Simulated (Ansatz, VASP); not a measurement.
**Two plane-wave programs on Cu**

```xyz
2
Lattice="2.5277 0.0000 0.0000 -1.2639 2.1891 0.0000 0.0000 0.0000 4.1384" Properties=species:S:1:pos:R:3 pbc="T T T"
Cu    0.0000    1.4594    1.0346
Cu    1.2639    0.7297    3.1038
```

Alike in both runs: functional r2SCAN; k mesh 24 × 24 × 14; occupations gaussian, width 0.1 eV; no spin polarisation.

Ansatz relaxed the structure, and its values are those at the end. VASP's run is a single point on that final structure, the one shown.

|  | VASP | Ansatz |
| --- | --- | --- |
| version | VASP 6.6.1 | Ansatz 0.2.0 |
| potentials or method | VASP PAW PBE potentials, release 64 (Cu) | scalar-relativistic, plane waves, PAW |
| plane-wave cutoff (eV) | 520 | 500 |
| valence electrons in the cell | 22 | 38 |

VASP gave:

```
gap on the k mesh at the Fermi level (eV) : none
pressure (GPa)                            : 0.7
```

Task: Which values does Ansatz return?

Result: gap on the k mesh at the Fermi level (eV): none; pressure (GPa): 0.0.

A gap of «none» marks a metal or a gap that the smearing closes. The two sets of potentials don't hold the same shells in valence.

Caveats: the PAW data sets were made with another functional, which shifts forces and pressure a little (VASP).
